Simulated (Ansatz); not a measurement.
# K (Pm-3m) in Ansatz: convergence with k mesh

Aim: find how far k mesh must go before the results for K settle, at r2SCAN. This setting moves, with any that are tied to it; all else stays.

All numbers are computed with Ansatz 0.2.0; they aren't measurements. Logs are shortened: lines on timing, memory, paths and dates and some standing lists are left out, and cuts for length are marked.

## 1. The crystal as given

It takes space group Pm-3m (No. 221, cubic). Conventional cell: a = 4.310 Å, b = 4.310 Å, c = 4.310 Å, α = 90.00°, β = 90.00°, γ = 90.00°. Around K (site symmetry m-3m) lie 6 K at 4.31 Å.

This isn't the form of K at room conditions, which is bcc.

## 2. With k mesh 2 × 2 × 2

Input file input.yaml:

```yaml
crystal:
  lattice:
    - [4.31043949, 0.0, 0.0]
    - [0.0, 4.31043949, 0.0]
    - [0.0, 0.0, 4.31043949]
  atoms:
    - { symbol: K, position: [0.0, 0.0, 0.0] }
hamiltonian:
  xc: r2scan
  pseudopotentials: { kind: paw }
kpoints:
  mp_grid: { grid: [2, 2, 2] }
scf:
  occupations: { method: gaussian, width: 0.1 }
output:
  forces: true
  stress: true
  eigenvalues: true
```

Potentials or basis: Ansatz PAW.

On the command line:

```bash
ansatz run input.yaml --threads 2 --pin off --max-ram 5632MiB --backend cpu --events-out ev --progress --plain --runs-dir out
```

The program printed:

```text
Warning: RAYON_NUM_THREADS=2 ignored (pool sized by the plan → 2); use --threads N
Engine: ansatz 0.2.0, aarch64-unknown-linux-gnu
Pseudopotentials: kind: paw
Pseudopotential: K, paw, valence charge 9, recommended cutoff 500 eV (meta_gga), K.paw.azcp
Functional definition: r2SCAN
  parameter k0 = 0.174
  parameter k1 = 0.065
  parameter a1 = 4.9479
  exchange = r2scan_x(k0 = k0, k1 = k1, a1 = a1)
  correlation = r2scan_c
Crystal: 1 atoms, lattice volume = 80.087 Å³
Basis set: ecut = 500 eV, 2007 PW (Γ), exchange–correlation on 128×128×128 points (64 copies of the dense FFT grid, shifted against one another)
Bands: 9, of which v1, the nominal top of the filled ones, is band 5 counted from 1 (4 counted from 0)
Symmetry: 48 space group operations
Space group: Pm-3m (ITA 221), of the structure as read, at distance tolerance 4.3e-5 Å
k-points: 4 of 8
Non-local potential: K, projectors of the file, l = 0: 3, l = 1: 2, l = 2: 2
PAW form: soft (Blöchl's): semilocal exchange-correlation on the pseudo side does not see the compensation charge
PAW frozen core: K, regenerated for the run's functional (the file was generated under x = pbe(κ = 0.804, μ = 0.2195149727645171), c = pbe(β = 0.06672455060314922))
PAW one-centre angular grid: K, 302 points (default); XC on 160 Gauss nodes
Initial density: superposition of atomic densities (neutral atoms: chi_scale 0, normalization atom), corrected by the library's trained network
Initial wavefunctions: pseudopotential atomic-orbital guess
Functional: x = r2scan, c = r2scan; τ floored in thin density (d = 2e-4 eV/Å³)
SCF iter   1: F=—  HF=-1542.055382 eV  |F-HF|=—  |Δ(HF+E_count)|=         —  Δρ=2.80e-3  dr2=8.18e-3  dr2_τ=1.72e-4  ethr=1.77e-3  ⟨swp⟩=5.8  Hψ=271  notcnv=0
preconditioner: auto → none  [metal: Δε(μ)=0.078 eV  Ē_g=3.895 eV  σ=0.100 eV  W_gap=0.42  n_scr=6 (ndim 8)  ℏωp=4.1 eV  f_vac=0.000  D(μ)=7.28/eV (n_scr^D=80)  sad-step TF]
SCF iter   2: F=—  HF=-1542.058288 eV  |F-HF|=—  |Δ(HF+E_count)|=   2.91e-3  Δρ=1.63e-3  dr2=3.81e-3  dr2_τ=4.62e-5  ethr=9.09e-5  ⟨swp⟩=2.0  Hψ=86  notcnv=0  defer=2
SCF iter   3: F=—  HF=-1542.061848 eV  |F-HF|=—  |Δ(HF+E_count)|=   3.56e-3  Δρ=7.85e-4  dr2=1.62e-3  dr2_τ=1.86e-5  ethr=4.23e-5  ⟨swp⟩=2.5  Hψ=50  notcnv=0  defer=2
SCF iter   4: F=—  HF=-1542.060748 eV  |F-HF|=—  |Δ(HF+E_count)|=   1.10e-3  Δρ=1.16e-4  dr2=4.73e-6  dr2_τ=1.08e-6  ethr=1.81e-5  ⟨swp⟩=1.8  Hψ=38  notcnv=0  defer=2
SCF iter   5: F=—  HF=-1542.060798 eV  |F-HF|=—  |Δ(HF+E_count)|=   4.94e-5  Δρ=1.40e-4  dr2=5.26e-5  dr2_τ=3.92e-7  ethr=5.25e-8  ⟨swp⟩=2.0  Hψ=49  notcnv=0  defer=2
SCF iter   6: F=—  HF=-1542.060766 eV  |F-HF|=—  |Δ(HF+E_count)|=   3.13e-5  Δρ=1.03e-5  dr2=2.08e-7  dr2_τ=6.50e-9  ethr=5.25e-8  ⟨swp⟩=2.0  Hψ=49  notcnv=0  defer=2
SCF iter   7: F=-1542.060766 eV  HF=-1542.060766 eV  |F-HF|=5.04e-8  |Δ(HF+E_count)|=   1.31e-8  Δρ=3.74e-6  dr2=3.98e-8  dr2_τ=8.90e-11  ethr=1.11e-9  ⟨swp⟩=6.5  Hψ=196  notcnv=0
SCF 1 converged in 7 iterations: F = -1542.060766 eV  dr2 = 3.98e-8
SCF converged after 7 iterations
Free energy (F): -1542.060766 eV
Harris-Foulkes:  -1542.060766 eV  (|F-HF|=5.04e-8)
Internal energy: -1542.022685 eV  (E = F + TS)
E sigma→0 (E₀):  -1542.041726 eV
Entropy (-TS):   -0.038081 eV (-38.081 meV/atom)
Fermi energy:    1.612053 eV
--- Per-component energies (eV) ---
  E_band       = -154.016531
  E_kinetic    = 252.577349
  E_local      = -784.849524  (includes V_loc(G=0)·N_el)
  E_nonlocal   = 12.591428
  E_hartree    = 281.769446
  E_xc         = -132.185151
  E_vxc        = -183.964972  (∫ρ·V_xc dr)
  E_paw        = -787.854769  (= ΣΔE_a)
  E_vpaw       = -25.108196  (= ΣTr[D̂ρ^β])
  E_aug_tail   = -0.000002  (compensation charges beyond the density's cutoff)
  E_vtau       = 11.195273  (kinetic-family band-sum trace: ∫τ·v_τ [+ j·A + Jᵃ·Aᵃ] dr)
  E_ewald      = -383.875277
  E_core_change = -0.196185  (= ΣΔE_core)
  E_smearing   = -0.038081  (= −TS)
  E_closure    = -0.000000  (closes the sum)
  Σ components = -1542.060766   (vs F -1542.060766, Δ=0.00e0)
--- Forces (eV/Å), atoms counted from 1 ---
  atom   1  K      0.00000000     0.00000000    -0.00000000
  max |Σ_I F_I| component: 6.89e-26 eV/Å
--- Stress (GPa, compression-positive) ---
        0.330641       0.000000       0.000000
        0.000000       0.330641       0.000000
        0.000000       0.000000       0.330641
  P = ⅓ Tr σ = 0.3306 GPa (3.306 kbar)
--- Band table (eV) ---
  k-point 0: bands = ["-32.3602", "-15.0255", "-15.0255", "-15.0255", "-0.6538", "4.7196", "4.7196", "8.0903", "8.0903"]
  k-point 1: bands = ["-32.3562", "-15.1073", "-15.0183", "-15.0183", "1.5796", "1.6445", "5.3981", "6.5765", "6.5765"]
  k-point 2: bands = ["-32.3522", "-15.0964", "-15.0964", "-15.0115", "2.6643", "3.8044", "3.8044", "4.0257", "7.0363"]
  k-point 3: bands = ["-32.3484", "-15.0864", "-15.0864", "-15.0864", "3.9697", "3.9697", "3.9697", "5.9843", "6.2617"]
```

Wall time 0.94 s (2 threads of Arm Neoverse V1, shared host); peak memory 0.39 GiB.

What came out:

```
Free energy            : -1542.0608 eV
Pressure               : 0.3 GPa
Band gap on the k mesh : none (metal or under the smearing width)
```

## 3. With k mesh 3 × 3 × 3

input.yaml: that of step 2 with these lines changed.

```diff
@@ -11,3 +11,3 @@
 kpoints:
-  mp_grid: { grid: [2, 2, 2] }
+  mp_grid: { grid: [3, 3, 3] }
 scf:
```

Potentials or basis: Ansatz PAW.

On the command line:

```bash
ansatz run input.yaml --threads 2 --pin off --max-ram 5632MiB --backend cpu --events-out ev --progress --plain --runs-dir out
```

Wall time 0.89 s (2 threads of Arm Neoverse V1, shared host); peak memory 0.39 GiB.

What came out:

- Free energy: -1542.3043 eV
- Pressure: 0.0 GPa
- Band gap on the k mesh: none (metal or under the smearing width)

## 4. With k mesh 4 × 4 × 4

input.yaml: that of step 3 with these lines changed.

```diff
@@ -11,3 +11,3 @@
 kpoints:
-  mp_grid: { grid: [3, 3, 3] }
+  mp_grid: { grid: [4, 4, 4] }
 scf:
```

On the command line:

```bash
ansatz run input.yaml --threads 2 --pin off --max-ram 5632MiB --backend cpu --events-out ev --progress --plain --runs-dir out
```

It took 1.1 s on 2 threads of Arm Neoverse V1, shared host; peak memory 0.39 GiB.

What came out:

| Quantity | Value |
| --- | --- |
| Free energy | -1542.3801 eV |
| Pressure | 0.0 GPa |
| Band gap on the k mesh | none (metal or under the smearing width) |

## 5. With k mesh 5 × 5 × 5

input.yaml: that of step 4 with these lines changed.

```diff
@@ -11,3 +11,3 @@
 kpoints:
-  mp_grid: { grid: [4, 4, 4] }
+  mp_grid: { grid: [5, 5, 5] }
 scf:
```

On the command line:

```bash
ansatz run input.yaml --threads 2 --pin off --max-ram 5632MiB --backend cpu --events-out ev --progress --plain --runs-dir out
```

Run time: 1.1 s. Hardware: 2 threads of Arm Neoverse V1, shared host; peak memory 0.39 GiB.

What came out:

```
Free energy            : -1542.3567 eV
Pressure               : 0.0 GPa
Band gap on the k mesh : none (metal or under the smearing width)
```

## 6. With k mesh 6 × 6 × 6

input.yaml: that of step 5 with these lines changed.

```diff
@@ -11,3 +11,3 @@
 kpoints:
-  mp_grid: { grid: [5, 5, 5] }
+  mp_grid: { grid: [6, 6, 6] }
 scf:
```

Potentials or basis: Ansatz PAW.

On the command line:

```bash
ansatz run input.yaml --threads 2 --pin off --max-ram 5632MiB --backend cpu --events-out ev --progress --plain --runs-dir out
```

Run time: 1.5 s. Hardware: 2 threads of Arm Neoverse V1, shared host; peak memory 0.41 GiB.

The run converged. Its results:

```yaml
Free_energy: -1542.3637 eV
Pressure: 0.0 GPa
Band_gap_on_the_k_mesh: none (metal or under the smearing width)
```

## 7. With k mesh 7 × 7 × 7

input.yaml: that of step 6 with these lines changed.

```diff
@@ -11,3 +11,3 @@
 kpoints:
-  mp_grid: { grid: [6, 6, 6] }
+  mp_grid: { grid: [7, 7, 7] }
 scf:
```

On the command line:

```bash
ansatz run input.yaml --threads 2 --pin off --max-ram 5632MiB --backend cpu --events-out ev --progress --plain --runs-dir out
```

Wall time 1.5 s (2 threads of Arm Neoverse V1, shared host); peak memory 0.41 GiB.

Results (log left out):

```yaml
Free_energy: -1542.3735 eV
Pressure: 0.0 GPa
Band_gap_on_the_k_mesh: none (metal or under the smearing width)
```

## 8. With k mesh 9 × 9 × 9

input.yaml: that of step 7 with these lines changed.

```diff
@@ -11,3 +11,3 @@
 kpoints:
-  mp_grid: { grid: [7, 7, 7] }
+  mp_grid: { grid: [9, 9, 9] }
 scf:
```

On the command line:

```bash
ansatz run input.yaml --threads 2 --pin off --max-ram 5632MiB --backend cpu --events-out ev --progress --plain --runs-dir out
```

It took 2.1 s on 2 threads of Arm Neoverse V1, shared host; peak memory 0.43 GiB.

Results (log left out):

| Quantity | Value |
| --- | --- |
| Free energy | -1542.3697 eV |
| Pressure | 0.0 GPa |
| Band gap on the k mesh | none (metal or under the smearing width) |

## 9. With k mesh 10 × 10 × 10

input.yaml: that of step 8 with these lines changed.

```diff
@@ -11,3 +11,3 @@
 kpoints:
-  mp_grid: { grid: [9, 9, 9] }
+  mp_grid: { grid: [10, 10, 10] }
 scf:
```

Potentials or basis: Ansatz PAW.

On the command line:

```bash
ansatz run input.yaml --threads 2 --pin off --max-ram 5632MiB --backend cpu --events-out ev --progress --plain --runs-dir out
```

Wall time 2.9 s (2 threads of Arm Neoverse V1, shared host); peak memory 0.46 GiB.

It converged, with:

* Free energy: -1542.3721 eV
* Pressure: 0.0 GPa
* Band gap on the k mesh: none (metal or under the smearing width)

## 10. Result

```
      k mesh  energy less the tightest run, at zero smearing (meV/atom)  pressure (GPa)  SCF cycles  CPU time (s)  peak memory (GiB)
   2 × 2 × 2                                                     328.28            0.33           7           1.6               0.39
   3 × 3 × 3                                                      78.18            0.04           6           1.5               0.39
   4 × 4 × 4                                                      -8.55           -0.01           6             2               0.39
   5 × 5 × 5                                                      17.38            0.01           6             2               0.39
   6 × 6 × 6                                                      10.24           -0.02           6           2.7               0.41
   7 × 7 × 7                                                      -2.31           -0.01           6           2.8               0.41
   9 × 9 × 9                                                       2.02           -0.01           6           3.9               0.43
10 × 10 × 10                                                       0.00           -0.02           6           5.5               0.46
```

Against the tightest run, the pressure stays within 0.1 GPa from 3 × 3 × 3 on. Not settled before the last step: the energy (to 1 meV/atom). Meshes of other sizes hit other points, so gaps and Fermi surfaces needn't settle smoothly. The tightest run that finished is the yardstick and may itself not be fully converged.

Caveats: the PAW data sets come from PBE, with cores solved anew for the run's functional, which leaves a small shift of forces and pressure.
